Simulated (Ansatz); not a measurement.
The system is Pd.

```
CELL_PARAMETERS angstrom
2.78367 0.00000 0.00000
-1.39183 2.41072 0.00000
0.00000 0.00000 4.62889
ATOMIC_POSITIONS crystal
Pd 0.33333 0.66667 0.25000
Pd 0.66667 0.33333 0.75000
```

This isn't the form of Pd at room conditions, which is fcc.

Base run:

- Program: Ansatz 0.2.0
- Functional: LDA
- Potentials or basis: Ansatz PAW
- Cutoff: 420 eV
- Density cutoff: 1680 eV
- k mesh: 11 × 11 × 6
- Occupations: fermi-dirac, width 0.05 eV
- Spin: no spin polarisation

Its results: band gap on the k mesh none (metal or under the smearing width); pressure -15.6 GPa.

Problem. The run is repeated on the same cell with these changes: k mesh from 11 × 11 × 6 to 6 × 6 × 4. What comes out?

Solution. Band gap on the k mesh none (metal or under the smearing width); pressure -16.2 GPa.

Caveats: some runs use coarse meshes; the PAW data sets come from PBE, with cores solved anew for the run's functional, which leaves a small shift of forces and pressure; so large a pressure means that the cell lies far from this level's equilibrium, or that cutoff or potentials fall short (some runs).

Not every run made on this cell is shown here.
